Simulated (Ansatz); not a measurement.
# AlAu (Pm-3m) in Ansatz: further runs

One crystal, AlAu, is run at these levels: PBEsol; tasks: relaxation of cell and atoms.

Program: Ansatz 0.2.0. These are calculated values, not measurements. Logs are shortened: lines on timing, memory, paths and dates and some standing lists are left out, and cuts for length are marked.

## (1) The structure

The structure is cubic, space group Pm-3m (No. 221). The conventional cell has a = 3.224 Å, b = 3.224 Å, c = 3.224 Å, α = 90.00°, β = 90.00°, γ = 90.00°. Au (site symmetry m-3m) has 8 Al at 2.79 Å as nearest neighbours. Al (site symmetry m-3m) has 8 Au at 2.79 Å as nearest neighbours.

The cell comes from a database or a generator and needn't be the stable form of this composition.

## (2) Relaxation of cell and atoms, PBEsol, target pressure 10 GPa, at which the enthalpy is minimised

input.yaml reads:

```yaml
crystal:
  lattice:
    - [3.223942, 0.0, 0.0]
    - [0.0, 3.223942, 0.0]
    - [0.0, 0.0, 3.223942]
  atoms:
    - { symbol: Au, position: [0.5, 0.5, 0.5] }
    - { symbol: Al, position: [0.0, 0.0, 0.0] }
hamiltonian:
  xc: pbesol
  pseudopotentials: { kind: paw }
kpoints:
  mp_grid: { grid: [8, 8, 8] }
scf:
  occupations: { method: fermi_dirac, width: 0.05 }
output:
  forces: true
  stress: true
  eigenvalues: true
relax:
  f_tol: 0.01
  max_steps: 40
  cell: { stress_tol: 0.05, p_target: 10.0 }
```

Potentials or basis: Ansatz PAW.

Run with:

```console
ansatz run input.yaml --threads 2 --pin off --max-ram 5632MiB --backend cpu --events-out ev --progress --plain --runs-dir out
```

Log:

```text
Warning: RAYON_NUM_THREADS=2 ignored (pool sized by the plan → 2); use --threads N
Engine: ansatz 0.2.0, x86_64-unknown-linux-gnu
Pseudopotentials: kind: paw
Pseudopotential: Au, paw, valence charge 19, recommended cutoff 420 eV (normal), Au.paw.azcp
Pseudopotential: Al, paw, valence charge 3, recommended cutoff 420 eV (normal), Al.paw.azcp
Functional definition: PBEsol
  exchange = pbesol_x
  correlation = pbesol_c
Crystal: 2 atoms, lattice volume = 33.509 Å³
Basis set: ecut = 420 eV, 691 PW (Γ), exchange–correlation on 48×48×48 points (8 copies of the dense FFT grid, shifted against one another)
Bands: 15, of which v1, the nominal top of the filled ones, is band 11 counted from 1 (10 counted from 0)
Symmetry: 48 space group operations
Space group: Pm-3m (ITA 221), of the structure as read, at distance tolerance 3.2e-5 Å
k-points: 35 of 512
Non-local potential: Au, projectors of the file, l = 0: 3, l = 1: 2, l = 2: 2, l = 3: 1
Non-local potential: Al, projectors of the file, l = 0: 2, l = 1: 2, l = 2: 1
PAW form: soft (Blöchl's): semilocal exchange-correlation on the pseudo side does not see the compensation charge
PAW frozen core: Au, regenerated for the run's functional, and the local potential with it (the file was generated under x = pbe(κ = 0.804, μ = 0.2195149727645171), c = pbe(β = 0.06672455060314922))
PAW frozen core: Al, regenerated for the run's functional, and the local potential with it (the file was generated under x = pbe(κ = 0.804, μ = 0.2195149727645171), c = pbe(β = 0.06672455060314922))
PAW one-centre angular grid: Au, 590 points (default); XC on 64 Gauss nodes
PAW one-centre angular grid: Al, 110 points (default); XC on 64 Gauss nodes
Initial density: superposition of atomic densities (neutral atoms: chi_scale 0, normalization atom), corrected by the library's trained network
Initial wavefunctions: pseudopotential atomic-orbital guess
Functional: x = pbesol(κ = 0.804, μ = 0.12345679012345678), c = pbesol(β = 0.046)
SCF iter   1: F=—  HF=-13532.180312 eV  |F-HF|=—  |Δ(HF+E_count)|=         —  Δρ=3.95e-3  dr2=4.94e-3  ethr=1.77e-3  ⟨swp⟩=4.9  Hψ=2509  notcnv=0
preconditioner: auto → none  [metal: Δε(μ)=0.058 eV  Ē_g=10.055 eV  σ=0.050 eV  W_gap=0.28  n_scr=6 (ndim 8)  ℏωp=24.0 eV  f_vac=0.000  D(μ)=0.80/eV (n_scr^D=6)  sad-step TF]
SCF iter   2: F=—  HF=-13532.179752 eV  |F-HF|=—  |Δ(HF+E_count)|=   5.61e-4  Δρ=2.40e-3  dr2=2.12e-3  ethr=2.25e-5  ⟨swp⟩=1.2  Hψ=814  notcnv=0
SCF iter   3: F=—  HF=-13532.179048 eV  |F-HF|=—  |Δ(HF+E_count)|=   7.04e-4  Δρ=1.79e-4  dr2=5.74e-6  ethr=9.64e-6  ⟨swp⟩=2.1  Hψ=710  notcnv=0
SCF iter   4: F=—  HF=-13532.179040 eV  |F-HF|=—  |Δ(HF+E_count)|=   8.18e-6  Δρ=1.12e-4  dr2=5.78e-6  ethr=2.61e-8  ⟨swp⟩=2.3  Hψ=844  notcnv=0
SCF iter   5: F=—  HF=-13532.179038 eV  |F-HF|=—  |Δ(HF+E_count)|=   1.52e-6  Δρ=2.47e-5  dr2=2.98e-7  ethr=2.61e-8  ⟨swp⟩=2.0  Hψ=738  notcnv=0
SCF iter   6: F=-13532.179038 eV  HF=-13532.179038 eV  |F-HF|=7.10e-9  |Δ(HF+E_count)|=   6.75e-8  Δρ=5.26e-6  dr2=1.10e-8  ethr=4.55e-10  ⟨swp⟩=5.0  Hψ=2095  notcnv=0
SCF 1 converged in 6 iterations: F = -13532.179038 eV  dr2 = 1.10e-8
relax step   1: F+E_penalty+E_count = -13532.17903815 eV  Δ(F+E_penalty+E_count) = +0.000e0 eV  max|allowed force component| = 2.485e-29 eV/Å  Δτ_max = 0.0000 Å  P = -5.167 GPa  Ω = 33.509 Å³  (6 SCF iters, dr2 threshold 1.00e-7 eV, accepted)
Crystal: 2 atoms, lattice volume = 28.843 Å³
Basis set: ecut = 420 eV, 587 PW (Γ), exchange–correlation on 48×48×48 points (8 copies of the dense FFT grid, shifted against one another)
Initial density: handed on by an earlier stage of this run
Initial wavefunctions: those handed on with the density
iter 1 solved again at ethr=7.36e-4 eV; its pass at ethr=3.10e-3 eV (dr2=1.62e-1 eV) is discarded
SCF iter   1: F=—  HF=-13532.097207 eV  |F-HF|=—  |Δ(HF+E_count)|=         —  Δρ=1.99e-2  dr2=1.63e-1  ethr=7.36e-4  ⟨swp⟩=1.0  Hψ=3400  notcnv=0
preconditioner: auto → none  [metal: Δε(μ)=0.038 eV  Ē_g=11.056 eV  σ=0.050 eV  W_gap=0.18  n_scr=6 (ndim 8)  ℏωp=25.9 eV  f_vac=0.000  D(μ)=0.89/eV (n_scr^D=6)]
SCF iter   2: F=—  HF=-13532.062683 eV  |F-HF|=—  |Δ(HF+E_count)|=   3.45e-2  Δρ=1.34e-2  dr2=4.96e-2  ethr=7.36e-4  ⟨swp⟩=2.2  Hψ=920  notcnv=0
SCF iter   3: F=—  HF=-13532.048034 eV  |F-HF|=—  |Δ(HF+E_count)|=   1.46e-2  Δρ=3.72e-3  dr2=1.70e-3  ethr=2.26e-4  ⟨swp⟩=2.6  Hψ=1201  notcnv=0  defer=3
SCF iter   4: F=—  HF=-13532.047141 eV  |F-HF|=—  |Δ(HF+E_count)|=   8.93e-4  Δρ=3.81e-4  dr2=1.69e-5  ethr=7.72e-6  ⟨swp⟩=3.0  Hψ=884  notcnv=0  defer=3
SCF iter   5: F=—  HF=-13532.047117 eV  |F-HF|=—  |Δ(HF+E_count)|=   2.43e-5  Δρ=6.26e-5  dr2=6.44e-7  ethr=7.66e-8  ⟨swp⟩=2.4  Hψ=870  notcnv=0  defer=3
SCF iter   6: F=-13532.047117 eV  HF=-13532.047117 eV  |F-HF|=3.09e-11  |Δ(HF+E_count)|=   7.79e-8  Δρ=4.58e-6  dr2=2.14e-9  ethr=9.09e-10  ⟨swp⟩=5.3  Hψ=2241  notcnv=0
SCF 2 converged in 6 iterations: F = -13532.047117 eV  dr2 = 2.14e-9
[... 21 lines left out ...]
relax step   4: F+E_penalty+E_count = -13532.14734534 eV  Δ(F+E_penalty+E_count) = +1.453e-2 eV  max|allowed force component| = 7.494e-30 eV/Å  Δτ_max = 0.0000 Å  P = +9.868 GPa  Ω = 30.021 Å³  energy of the carried Pulay correction = +1.145e-3 eV  (4 SCF iters, dr2 threshold 2.00e-7 eV, accepted)
Crystal: 2 atoms, lattice volume = 30.000 Å³
iter 1 solved again at ethr=1.69e-8 eV; its pass at ethr=3.10e-3 eV (dr2=3.72e-6 eV) is discarded
SCF iter   1: F=—  HF=-13532.146024 eV  |F-HF|=—  |Δ(HF+E_count)|=         —  Δρ=1.11e-4  dr2=4.58e-6  ethr=1.69e-8  ⟨swp⟩=2.2  Hψ=3113  notcnv=0
preconditioner: auto → none  [metal: Δε(μ)=0.120 eV  Ē_g=10.942 eV  σ=0.050 eV  W_gap=0.43  n_scr=6 (ndim 8)  ℏωp=25.4 eV  f_vac=0.000  D(μ)=1.21/eV (n_scr^D=6)]
SCF iter   2: F=—  HF=-13532.146006 eV  |F-HF|=—  |Δ(HF+E_count)|=   1.82e-5  Δρ=7.46e-5  dr2=1.46e-6  ethr=1.69e-8  ⟨swp⟩=2.0  Hψ=761  notcnv=0
SCF iter   3: F=—  HF=-13532.146005 eV  |F-HF|=—  |Δ(HF+E_count)|=   4.06e-7  Δρ=2.57e-5  dr2=9.06e-8  ethr=6.63e-9  ⟨swp⟩=2.0  Hψ=735  notcnv=0
SCF iter   4: F=-13532.146005 eV  HF=-13532.146005 eV  |F-HF|=2.78e-10  |Δ(HF+E_count)|=   3.90e-8  Δρ=3.62e-6  dr2=1.26e-9  ethr=1.97e-10  ⟨swp⟩=4.0  Hψ=1630  notcnv=0
SCF 5 converged in 4 iterations: F = -13532.146005 eV  dr2 = 1.26e-9
relax step   5: F+E_penalty+E_count = -13532.14600526 eV  Δ(F+E_penalty+E_count) = +1.340e-3 eV  max|allowed force component| = 4.758e-30 eV/Å  Δτ_max = 0.0000 Å  P = +9.999 GPa  Ω = 30.000 Å³  energy of the carried Pulay correction = +1.152e-3 eV  (4 SCF iters, dr2 threshold 4.34e-8 eV, accepted)
Initial wavefunctions: pseudopotential atomic-orbital guess (no wavefunctions were taken with the density)
iter 1 solved again at ethr=1.19e-8 eV; its pass at ethr=3.10e-3 eV (dr2=2.62e-6 eV) is discarded
SCF iter   1: F=—  HF=-13532.145126 eV  |F-HF|=—  |Δ(HF+E_count)|=         —  Δρ=2.00e-4  dr2=1.86e-6  ethr=1.19e-8  ⟨swp⟩=3.0  Hψ=4013  notcnv=0
preconditioner: auto → none  [metal: Δε(μ)=0.121 eV  Ē_g=10.944 eV  σ=0.050 eV  W_gap=0.44  n_scr=6 (ndim 8)  ℏωp=25.4 eV  f_vac=0.000  D(μ)=1.21/eV (n_scr^D=6)]
SCF iter   2: F=—  HF=-13532.145109 eV  |F-HF|=—  |Δ(HF+E_count)|=   1.67e-5  Δρ=9.42e-5  dr2=4.32e-7  ethr=8.46e-9  ⟨swp⟩=3.0  Hψ=909  notcnv=0
SCF iter   3: F=—  HF=-13532.145109 eV  |F-HF|=—  |Δ(HF+E_count)|=   3.39e-7  Δρ=3.33e-5  dr2=3.17e-7  ethr=1.96e-9  ⟨swp⟩=2.0  Hψ=755  notcnv=0
SCF iter   4: F=—  HF=-13532.145109 eV  |F-HF|=—  |Δ(HF+E_count)|=   6.53e-8  Δρ=6.68e-6  dr2=2.15e-9  ethr=1.44e-9  ⟨swp⟩=2.3  Hψ=782  notcnv=0
SCF iter   5: F=—  HF=-13532.145109 eV  |F-HF|=—  |Δ(HF+E_count)|=   3.53e-9  Δρ=5.69e-7  dr2=3.30e-11  ethr=9.78e-12  ⟨swp⟩=2.4  Hψ=896  notcnv=0
SCF iter   6: F=-13532.145109 eV  HF=-13532.145109 eV  |F-HF|=5.46e-12  |Δ(HF+E_count)|=  7.28e-12  Δρ=6.37e-8  dr2=1.37e-12  ethr=1.00e-12  ⟨swp⟩=5.0  Hψ=2028  notcnv=0
SCF 6 converged in 6 iterations: F = -13532.145109 eV  dr2 = 1.37e-12
relax step   6: F+E_penalty+E_count = -13532.14510921 eV  Δ(F+E_penalty+E_count) = +8.960e-4 eV  max|allowed force component| = 1.602e-29 eV/Å  Δτ_max = 0.0000 Å  P = +9.978 GPa  Ω = 30.000 Å³  stress off target by 2.21e-2 GPa  SCF on the basis re-selected at this cell (its energy is not comparable with the rows above)  (6 SCF iters)
basis re-selected at this cell: Δ(F+E_penalty+E_count) = +8.960e-4 eV, ΔP = -0.021 GPa vs the last step (what re-selecting the basis moved, of the pressure what is left beyond the Pulay correction that the steps carried, after the strain that the cell walked since its last selection, with what the two solves' SCF thresholds leave and, on support functions, any second-order correction that the steps lacked; it is no measure of the basis error at this ecutwfc). This SCF's stress stands 2.21e-2 GPa from its target on what of the cell is left free (relax.cell.stress_tol is 5.00e-2 GPa) and its largest allowed force component is 1.60e-29 eV/Å (relax.f_tol is 1.00e-2 eV/Å): within both
SCF converged after 6 iterations
Free energy (F): -13532.145109 eV
Harris-Foulkes:  -13532.145109 eV  (|F-HF|=5.46e-12)
Internal energy: -13532.136401 eV  (E = F + TS)
E sigma→0 (E₀):  -13532.140755 eV
Entropy (-TS):   -0.008708 eV (-4.354 meV/atom)
Fermi energy:    17.475367 eV
--- Per-component energies (eV) ---
  E_band       = -266.792737
  E_kinetic    = 631.823554
  E_local      = -2322.600719  (includes V_loc(G=0)·N_el)
  E_nonlocal   = 84.110285
  E_hartree    = 1006.590652
  E_xc         = -268.962073
  E_vxc        = -307.777133  (∫ρ·V_xc dr)
  E_paw        = -10019.071831  (= ΣΔE_a)
  E_vpaw       = -365.531347  (= ΣTr[D̂ρ^β])
  E_aug_tail   = 0.001376  (compensation charges beyond the density's cutoff)
  E_ewald      = -2644.356264
  E_core_change = 0.328618  (= ΣΔE_core)
  E_smearing   = -0.008708  (= −TS)
  E_closure    = 0.000000  (closes the sum)
  Σ components = -13532.145109   (vs F -13532.145109, Δ=0.00e0)
--- Forces (eV/Å), atoms counted from 1 ---
  atom   1  Au     0.00000000     0.00000000     0.00000000
  atom   2  Al    -0.00000000    -0.00000000    -0.00000000
  max |Σ_I F_I| component: 3.11e-29 eV/Å
--- Stress (GPa, compression-positive) ---
        9.977914       0.000000      -0.000000
        0.000000       9.977914      -0.000000
       -0.000000      -0.000000       9.977914
  P = ⅓ Tr σ = 9.9779 GPa (99.779 kbar)
--- Band table (eV; the first three rows and the last of 35) ---
  k-point 0: bands = ["-89.8783", "-41.2433", "-41.2433", "-41.2433", "4.9901", "9.9798", "9.9798", "12.3043", "12.3043", "12.3043", "20.2896", "20.2896", "20.2896", "25.0267", "25.0267"]
  k-point 1: bands = ["-89.8782", "-41.2504", "-41.2427", "-41.2427", "5.2677", "10.0389", "10.0920", "12.1190", "12.1190", "12.3247", "18.6375", "20.7258", "20.7258", "24.6710", "25.3066"]
  k-point 2: bands = ["-89.8777", "-41.2676", "-41.2414", "-41.2414", "6.0633", "10.1870", "10.2944", "11.7187", "11.7187", "12.3745", "16.2158", "21.8760", "21.8760", "23.8750", "25.6765"]
  k-point 34: bands = ["-89.8748", "-41.2832", "-41.2832", "-41.2832", "9.4183", "9.4183", "9.4183", "13.3723", "13.3723", "17.2962", "18.0167", "18.0167", "18.0167", "20.0803", "21.4679"]
--- Relaxed structure (5 steps of the walk, 5 accepted, 1 SCFs on fresh bases) ---
  F+E_penalty+E_count = -13532.14510921 eV   max|allowed force component| = 1.602e-29 eV/Å   (the final SCF, on the basis selected at the relaxed cell)
  cell:  # Å, volume = 29.9995 Å³
    - [3.1072164319762132, 1.2438297557500897e-34, -5.155874955286662e-34]
    - [1.023150282955719e-33, 3.1072164319762132, 1.2839532962581572e-34]
    - [-5.155874955286662e-34, 1.2839532962581572e-34, 3.1072164319762132]
  atoms:
    - { symbol: Au, position: [0.5, 0.5, 0.5] }
    - { symbol: Al, position: [-7.965114113455899e-35, -7.96511411345768e-35, 7.965114113455985e-35] }
```

Run time: 6.6 s. Hardware: 2 threads of AMD EPYC 7R43 (Zen 3), shared host; peak memory 0.35 GiB.

Results:

```yaml
Free_energy: -13532.1451 eV
Relaxed_volume: 15.00 Å³/atom
Relaxed_cell: a = 3.107 Å, b = 3.107 Å, c = 3.107 Å, α = 90.00°, β = 90.00°, γ = 90.00°
Space_group_after_relaxing_to_0.05_Å: Pm-3m (No. 221)
Energy_change_on_relaxing_the_enthalpy_is_what_falls: +17.0 meV/atom
Ionic_steps: 6
Pressure_after_relaxing: 10.0 GPa
Band_gap_on_the_k_mesh: none (metal or under the smearing width)
```

Step by step:
| step | energy change (eV) | largest force (eV/Å) | volume (Å³) |
| --- | --- | --- | --- |
| 1 | 0.0000 | 0.0000 | 33.51 |
| 2 | 0.1319 | 0.0000 | 28.84 |
| 3 | 0.0172 | 0.0000 | 30.28 |
| 4 | 0.0317 | 0.0000 | 30.02 |
| 5 | 0.0330 | 0.0000 | 30.00 |
| 6 | 0.0339 | 0.0000 | 30.00 |

Final structure:
```
Au Al
1.0
     3.10722    0.00000    0.00000
     0.00000    3.10722    0.00000
     0.00000    0.00000    3.10722
Au Al
1 1
Direct
  0.50000 0.50000 0.50000
  0.00000 0.00000 0.00000
```

Caveat: the plane-wave basis is chosen anew once the cell has moved, so the energies of steps on either side of that aren't comparable; the PAW data sets come from PBE, with cores solved anew for the run's functional, which leaves a small shift of forces and pressure. Spin-orbit coupling is left out, which matters for the levels of Au.

## (3) Relaxation of cell and atoms, PBEsol, target pressure 20 GPa, at which the enthalpy is minimised

Changes to input.yaml since step 2:

```diff
@@ -22,2 +22,2 @@
   max_steps: 40
-  cell: { stress_tol: 0.05, p_target: 10.0 }
+  cell: { stress_tol: 0.05, p_target: 20.0 }
```

Potentials or basis: Ansatz PAW.

Run with:

```console
ansatz run input.yaml --threads 2 --pin off --max-ram 5632MiB --backend cpu --events-out ev --progress --plain --runs-dir out
```

It took 5.8 s on 2 threads of AMD EPYC 7R43 (Zen 3), shared host; peak memory 0.34 GiB.

The run converged. Its results:

* Free energy: -13532.0135 eV
* Relaxed volume: 14.28 Å³/atom
* Relaxed cell: a = 3.057 Å, b = 3.057 Å, c = 3.057 Å, α = 90.00°, β = 90.00°, γ = 90.00°
* Space group after relaxing (to 0.05 Å): Pm-3m (No. 221)
* Energy change on relaxing (the enthalpy is what falls): +82.8 meV/atom
* Ionic steps: 5
* Pressure after relaxing: 20.0 GPa
* Band gap on the k mesh: none (metal or under the smearing width)

The path:
```tsv
step	energy change (eV)	largest force (eV/Å)	volume (Å³)
1	0.0000	0.0000	33.51
2	0.1319	0.0000	28.84
3	0.1768	0.0000	28.47
4	0.1644	0.0000	28.57
5	0.1656	0.0000	28.57
```

Final structure:
```
Au Al
1.0
     3.05695    0.00000    0.00000
     0.00000    3.05695    0.00000
     0.00000    0.00000    3.05695
Au Al
1 1
Direct
  0.50000 0.50000 0.50000
  0.00000 0.00000 0.00000
```

Levels at points of the mesh, in eV from the Fermi level:
```
              k point  band 8  band 9  band 10  band 11  band 12  band 13  band 14  band 15
   (0.00, 0.00, 0.00)   -5.42   -5.42    -5.42     2.80     2.80     2.80     7.62     7.62
  (0.00, 0.00, -0.50)   -6.58   -6.58    -5.26    -3.61     5.18     7.37     7.37     9.05
 (0.00, -0.50, -0.50)   -6.32   -4.39    -4.39    -4.32    -1.29     1.47     7.77    11.15
(-0.50, -0.50, -0.50)   -4.26   -4.26    -0.08     0.36     0.36     0.36     2.83     4.18
```

Caveat: the plane-wave basis is chosen anew once the cell has moved, so the energies of steps on either side of that aren't comparable; the PAW data sets come from PBE, with cores solved anew for the run's functional, which leaves a small shift of forces and pressure. The run has no spin-orbit coupling, so splittings on Au are missing.
